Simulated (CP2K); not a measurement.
Write the native input for CP2K 2026.2 that does the following.

```yaml
Task: band structure
Functional: r2SCAN
Potentials_or_basis: POTENTIAL_UZH Hg GTH-SCAN-q12, Te GTH-SCAN-q6; DZVP-MOLOPT-SCAN-GTH basis
Density_cutoff: 9184 eV
k_mesh: 7 × 7 × 7
Occupations: fermi-dirac, width 0.01 eV
Spin: no spin polarisation
SCF_solver: diagonalisation with k points
Quickstep_method: GPW
EPS_DEFAULT: 1.0E-9
EPS_SCF: 1.0E-6
MAX_SCF: 100
SCF_GUESS: ATOMIC
k_points_reduced_by_the_point_group: yes
Mesh_centred_on_Gamma: yes
CHOLESKY: OFF
EPS_EIGVAL: 1.0E-7
MIXING_METHOD: BROYDEN_MIXING
MIXING_ALPHA: 0.4
NBUFFER: 8
NGRIDS: 5
Basis_sets: Hg DZVP-MOLOPT-SCAN-GTH-q12, Te DZVP-MOLOPT-SCAN-GTH-q6
Potentials: Hg GTH-SCAN-q12 of POTENTIAL_UZH, Te GTH-SCAN-q6 of POTENTIAL_UZH
ADDED_MOS: "[10]"
Points_a_segment_of_the_path_NPOINTS: 8
Bands_added_on_the_path: 2
REL_CUTOFF_Ry: 60 Ry
MIXING_BETA_1/bohr: 1.5 1/bohr
CUTOFF_of_the_grids: 675 Ry
```

Crystal: HgTe (Coloradoite).

```
Hg Te
1.0
     4.54599    0.00000    0.00000
     2.27299    3.93694    0.00000
     2.27299    1.31231    3.71178
Hg Te
1 1
Direct
  0.00000 0.00000 0.00000
  0.75000 0.75000 0.75000
```

The input as run:

hgte_bands.inp

```
&GLOBAL
  PROJECT hgte_bands
  RUN_TYPE ENERGY_FORCE
  PRINT_LEVEL LOW
&END GLOBAL
&FORCE_EVAL
  METHOD QS
  STRESS_TENSOR ANALYTICAL
  &DFT
    BASIS_SET_FILE_NAME BASIS_MOLOPT_UZH
    POTENTIAL_FILE_NAME POTENTIAL_UZH
    &MGRID
      CUTOFF 675
      REL_CUTOFF 60
      NGRIDS 5
    &END MGRID
    &QS
      METHOD GPW
      EPS_DEFAULT 1.0E-9
    &END QS
    &KPOINTS
      SCHEME MONKHORST-PACK 7 7 7
      GAMMA_CENTERED T
      SYMMETRY T
      SYMMETRY_BACKEND SPGLIB
    &END KPOINTS
    &SCF
      SCF_GUESS ATOMIC
      EPS_SCF 1.0E-6
      MAX_SCF 100
      ADDED_MOS 10
      CHOLESKY OFF
      EPS_EIGVAL 1.0E-7
      &DIAGONALIZATION ON
        ALGORITHM STANDARD
      &END DIAGONALIZATION
      &MIXING ON
        METHOD BROYDEN_MIXING
        ALPHA 0.4
        BETA 1.5
        NBUFFER 8
      &END MIXING
      &SMEAR ON
        METHOD FERMI_DIRAC
        ELECTRONIC_TEMPERATURE [K] 116.045
      &END SMEAR
    &END SCF
    &XC
      &XC_FUNCTIONAL
        &MGGA_X_R2SCAN
        &END MGGA_X_R2SCAN
        &MGGA_C_R2SCAN
        &END MGGA_C_R2SCAN
      &END XC_FUNCTIONAL
    &END XC
    &PRINT
      &KPOINTS ON
      &END KPOINTS
      &MULLIKEN ON
      &END MULLIKEN
      &MO ON
        ENERGIES T
        OCCUPATION_NUMBERS T
        &EACH
          QS_SCF 0
        &END EACH
        ADD_LAST NUMERIC
      &END MO
      &BAND_STRUCTURE
        FILE_NAME bands.bs
        ADDED_MOS 2
        &KPOINT_SET
          UNITS B_VECTOR
          NPOINTS 8
          SPECIAL_POINT GAMMA 0.00000000 0.00000000 0.00000000
          SPECIAL_POINT X 0.50000000 0.00000000 0.50000000
          SPECIAL_POINT W 0.50000000 0.25000000 0.75000000
          SPECIAL_POINT K 0.37500000 0.37500000 0.75000000
          SPECIAL_POINT GAMMA 0.00000000 0.00000000 0.00000000
          SPECIAL_POINT L 0.50000000 0.50000000 0.50000000
          SPECIAL_POINT U 0.62500000 0.25000000 0.62500000
          SPECIAL_POINT W 0.50000000 0.25000000 0.75000000
          SPECIAL_POINT L 0.50000000 0.50000000 0.50000000
          SPECIAL_POINT K 0.37500000 0.37500000 0.75000000
        &END KPOINT_SET
        &KPOINT_SET
          UNITS B_VECTOR
          NPOINTS 8
          SPECIAL_POINT U 0.62500000 0.25000000 0.62500000
          SPECIAL_POINT X 0.50000000 0.00000000 0.50000000
        &END KPOINT_SET
      &END BAND_STRUCTURE
    &END PRINT
  &END DFT
  &SUBSYS
    &CELL
      A 4.5459894962 0.0000000000 0.0000000000
      B 2.2729947481 3.9369423891 0.0000000000
      C 2.2729947481 1.3123141297 3.7117848806
      PERIODIC XYZ
    &END CELL
    &COORD
      SCALED
      Hg  0.0000000000 0.0000000000 0.0000000000
      Te  0.7500000000 0.7500000000 0.7500000000
    &END COORD
    &KIND Hg
      BASIS_SET DZVP-MOLOPT-SCAN-GTH-q12
      POTENTIAL GTH-SCAN-q12
    &END KIND
    &KIND Te
      BASIS_SET DZVP-MOLOPT-SCAN-GTH-q6
      POTENTIAL GTH-SCAN-q6
    &END KIND
    &PRINT
      &ATOMIC_COORDINATES ON
      &END ATOMIC_COORDINATES
      &CELL ON
      &END CELL
      &SYMMETRY ON
      &END SYMMETRY
    &END PRINT
  &END SUBSYS
  &PRINT
    &FORCES ON
    &END FORCES
    &STRESS_TENSOR ON
    &END STRESS_TENSOR
  &END PRINT
&END FORCE_EVAL
```

Potentials or basis: POTENTIAL_UZH Hg GTH-SCAN-q12, Te GTH-SCAN-q6; DZVP-MOLOPT-SCAN-GTH basis.

Run with:

```console
$ OMP_NUM_THREADS=2 cp2k.psmp -i hgte_bands.inp -o hgte_bands.out
```

Results of the run:

| Item | Value |
| --- | --- |
| Pressure | 2.9 GPa |
| Band gap on the k mesh | none (metal or under the smearing width) |
| Mulliken charges | Hg -0.17; Te +0.17 e |

Caveat: Mulliken charges move with the basis; spin-orbit coupling is left out, which moves the levels of the heavy elements; the basis of atomic orbitals isn't converged, which shifts pressures, moduli and gaps.

It took 30 s on 2 threads of Arm Neoverse V2 (shared host), peak memory 0.41 GiB.
